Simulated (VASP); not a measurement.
# NaF (Villiaumite) (Fm-3m) in VASP: notebook, part 2 of 2

VASP 6.6.1.

## Step 4: Single point, vdW-DF (volume scaled by 1.08)

Input file INCAR:

```
SYSTEM = NaF
  AGGAC = 0.0
  ALGO = Normal
  EDIFF = 1E-6
  ENCUT = 400
  GGA = RE
  ISIF = 2
  ISMEAR = 0
  LASPH = .TRUE.
  LCHARG = .FALSE.
  LREAL = .FALSE.
  LUSE_VDW = .TRUE.
  LWAVE = .FALSE.
  MAXMIX = 10
  NELM = 60
  PREC = Single
  SIGMA = 0.01
```

Input file KPOINTS:

```
k-points
0
G
  10 10 10
  0 0 0
```

Input file POSCAR:

```
NaF
3.3662
    0.000000000000      0.707113813142      0.707113813142
    0.707113813142      0.000000000000      0.707113813142
    0.707113813142      0.707113813142      0.000000000000
Na F
1 1
Direct
    0.0000000000      0.0000000000      0.0000000000
    0.5000000000      0.5000000000      0.5000000000
```

Potentials or basis: VASP PAW PBE potentials, release 64 (Na_pv, F_s).

Launch:

```console
$ cat potpaw_PBE.64/Na_pv/POTCAR potpaw_PBE.64/F_s/POTCAR > POTCAR
$ mpirun -np 1 vasp_std > vasp.out
```

OUTCAR:

```text
SYSTEM = NaF
   EDIFF = 1E-6
   ENCUT = 400
   GGA = RE
   ISIF = 2
   ISMEAR = 0
   LASPH = .TRUE.
   LREAL = .FALSE.
   NELM = 60
   PREC = Single

 ion  position               nearest neighbor table
   1  0.000  0.000  0.000-   2 2.38   2 2.38   2 2.38   2 2.38   2 2.38   2 2.38
   2  0.500  0.500  0.500-   1 2.38   1 2.38   1 2.38   1 2.38   1 2.38   1 2.38

  LATTYP: Found a face centered cubic cell.
 ALAT       =     4.7605730356

  Lattice vectors:

 A1 = (   0.0000000000,   2.3802865178,   2.3802865178)
 A2 = (   2.3802865178,   0.0000000000,   2.3802865178)
 A3 = (   2.3802865178,   2.3802865178,   0.0000000000)

Analysis of symmetry for initial positions (statically):
=====================================================================
 Subroutine PRICEL returns:
 Original cell was already a primitive cell.

 Routine SETGRP: Setting up the symmetry group for a
 face centered cubic supercell.

 Subroutine GETGRP returns: Found 48 space group operations
 (whereof 48 operations were pure point group operations)
 out of a pool of 48 trial point group operations.

The static configuration has the point symmetry O_h .

Analysis of symmetry for dynamics (positions and initial velocities):
=====================================================================
 Subroutine PRICEL returns:
 Original cell was already a primitive cell.

 Routine SETGRP: Setting up the symmetry group for a
 face centered cubic supercell.

 Subroutine GETGRP returns: Found 48 space group operations
 (whereof 48 operations were pure point group operations)
 out of a pool of 48 trial point group operations.

The dynamic configuration has the point symmetry O_h .

 Subroutine INISYM returns: Found 48 space group operations
 (whereof 48 operations are pure point group operations),
 and found     1 'primitive' translations

----------------------------------------------------------------------------------------

                                     Primitive cell

  volume of cell :      26.9723

  direct lattice vectors                    reciprocal lattice vectors
     0.000000000  2.380286518  2.380286518    -0.210058746  0.210058746  0.210058746
[... 122 lines left out ...]
  volume of cell :       26.97
 maximum number of plane-waves:       531
 NGX is ok and might be reduce to    24
   NGX = 11   NGY = 11   NGZ = 11

 number of electron      14.0000771 magnetization

 Free energy of the ion-electron system (eV)
  ---------------------------------------------------
  ext. energy  EPLUGINS =         0.00000000
  ---------------------------------------------------
  free energy    TOTEN  =        -4.42646300 eV

  energy without entropy =       -4.42646300  energy(sigma->0) =       -4.42646300

 E-fermi :  -2.2867     XC(G=0):  -8.7271

 val. band max:       -2.3787937802   @ k =   0.0000   0.0000   0.0000
 cond. band min:       3.7631403596   @ k =   0.0000   0.0000   0.0000
 fundamental gap:      6.1419341398
 Fermi energy:        -2.2866707206

 k-point     1 :       0.0000    0.0000    0.0000
  band No.  band energies     occupation
      1     -21.7762      2.00000
      2     -21.7750      2.00000
      3     -21.7750      2.00000
      4     -21.4369      2.00000
      5      -2.3799      2.00000
      6      -2.3788      2.00000
      7      -2.3788      2.00000
      8       3.7631      0.00000
      9      16.2292      0.00000
     10      16.2292      0.00000
     11      16.2339      0.00000
[... 309 lines left out ...]
 k-point    24 :       0.4000    0.3000    0.0000
  band No.  band energies     occupation
      1     -22.0130      2.00000
      2     -21.8088      2.00000
      3     -21.8042      2.00000
      4     -21.0970      2.00000
      5      -3.4033      2.00000
      6      -2.7153      2.00000
      7      -2.6680      2.00000
      8       7.8197      0.00000
      9      11.4743      0.00000
     10      13.7329      0.00000
     11      16.4684      0.00000

 [... further k-points ...]

------------------------ aborting loop because EDIFF is reached ----------------------------------------

  FORCE on cell =-STRESS in cart. coord.  units (eV):
  Direction    XX          YY          ZZ          XY          YZ          ZX
  --------------------------------------------------------------------------------------
  -------------------------------------------------------------------------------------
  Total       -0.1754733     -0.1754733     -0.1754733      0.0000000      0.0000000     -0.0000000
  in kB      -10.4232685    -10.4232685    -10.4232685      0.0000000      0.0000000     -0.0000000
  external PRESSURE =     -10.4232685 kB  Pullay stress =       0.0000000 kB

 VOLUME and BASIS-vectors are now :
 -----------------------------------------------------------------------------
  energy-cutoff  :      400.00
  volume of cell :       26.97
      direct lattice vectors                 reciprocal lattice vectors
     0.000000000  2.380286518  2.380286518    -0.210058746  0.210058746  0.210058746
     2.380286518  0.000000000  2.380286518     0.210058746 -0.210058746  0.210058746
     2.380286518  2.380286518  0.000000000     0.210058746  0.210058746 -0.210058746

 POSITION                                       TOTAL-FORCE (eV/Angst)
 -----------------------------------------------------------------------------------
      0.00000      0.00000      0.00000        -0.000000     -0.000000      0.000000
      2.38029      2.38029      2.38029         0.000000      0.000000     -0.000000
 -----------------------------------------------------------------------------------
    total drift:                                0.000000      0.000000      0.000000

  FREE ENERGIE OF THE ION-ELECTRON SYSTEM (eV)
  ---------------------------------------------------
  free  energy   TOTEN  =        -4.4264630015 eV

  energy  without entropy=       -4.4264630015  energy(sigma->0) =       -4.42646300

Total vdW correction in eV:      3.6529463
```

OSZICAR:

```text
N       E                     dE             d eps       ncg     rms          rms(c)
DAV:   1     0.915155433000E+02    0.91516E+02   -0.73225E+03  1069   0.128E+03
DAV:   2    -0.240430318239E+01   -0.93920E+02   -0.90636E+02  1055   0.338E+02
DAV:   3    -0.547767517105E+01   -0.30734E+01   -0.30714E+01  1172   0.674E+01
DAV:   4    -0.550233258148E+01   -0.24657E-01   -0.24656E-01  1133   0.640E+00
DAV:   5    -0.550269768605E+01   -0.36510E-03   -0.36510E-03  1178   0.741E-01    0.592E+00
DAV:   6    -0.443042754987E+01    0.10723E+01   -0.47294E+00  1160   0.236E+01    0.316E+00
DAV:   7    -0.442378956343E+01    0.66380E-02   -0.52743E-02  1040   0.345E+00    0.169E+00
DAV:   8    -0.442519950019E+01   -0.14099E-02   -0.31203E-02  1037   0.426E+00    0.235E-01
DAV:   9    -0.442626678673E+01   -0.10673E-02   -0.28864E-03  1133   0.653E-01    0.781E-02
DAV:  10    -0.442646944586E+01   -0.20266E-03   -0.44394E-04  1040   0.327E-01    0.183E-02
DAV:  11    -0.442646206152E+01    0.73843E-05   -0.28902E-05  1157   0.950E-02    0.266E-03
DAV:  12    -0.442646300148E+01   -0.93996E-06   -0.31300E-06  1049   0.195E-02
   1 F= -.44264630E+01 E0= -.44264630E+01  d E =-.166577E-41
```

stdout:

```text
POSCAR found type information on POSCAR NaF
 POSCAR found :  2 types and       2 ions
 scaLAPACK will be used
 -----------------------------------------------------------------------------
|                                                                             |
|                                                                             |
|     You have switched on vdW-DFT.                                           |
[... 16 lines left out ...]
 -----------------------------------------------------------------------------

 LDA part: xc-table for (Slater+PW92), standard interpolation
 POSCAR, INCAR and KPOINTS ok, starting setup
 FFT: planning ... GRIDC
 FFT: planning ... GRID_SOFT
 FFT: planning ... GRID
 WAVECAR not read
 entering main loop
```

It took 5.9 s on 1 thread of Intel Xeon 6975P-C (Granite Rapids), shared host; peak memory 0.18 GiB.

These settings aren't checked as converged (typed here: PREC = Single; MAXMIX = 10): the numbers below hold their error.

Results:

- Free energy: -4.4265 eV
- Pressure: -1.0 GPa
- Band gap on the k mesh: 6.14 eV, direct

Caveat: the PAW data sets were made with another functional, which shifts forces and pressure a little.
